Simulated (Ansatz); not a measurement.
α-phase Li₃N, treated with revPBE (Ansatz, a first-principles code, PAW).

Settings: plane-wave cutoff 520 eV, 12×12×10 k mesh (along the axes of the cell as run), Fermi–Dirac smearing 0.01 eV, scalar-relativistic PAW data made under PBE.

A third-order Birch–Murnaghan fit to the energies gives V0 = 11.434 Å³/atom, B0 = 49.4 GPa, B′ = 3.8.

| V (Å³/atom) | P (GPa) |
|---|---|
| 10.977 | … |
| 11.206 | … |
| 11.434 | 0.000 |
| 11.663 | … |
| 11.892 | … |

Estimate the withheld pressures from this fit; the answers are the runs' own values.


- 10.977, P (GPa): 2.177
- 11.206, P (GPa): 1.036
- 11.663, P (GPa): -0.941
- 11.892, P (GPa): -1.798

The formula P = (3/2) B0 (x^(7/3) − x^(5/3)) [1 + (3/4)(B′ − 4)(x^(2/3) − 1)] with x = V0/V meets the computed pressures within 0.01 GPa when these rounded values are put in.

Shape and atoms are relaxed at each volume.

Note: the bulk modulus comes from volumes at which shape and atoms were relaxed.

Computed values are for the static lattice.
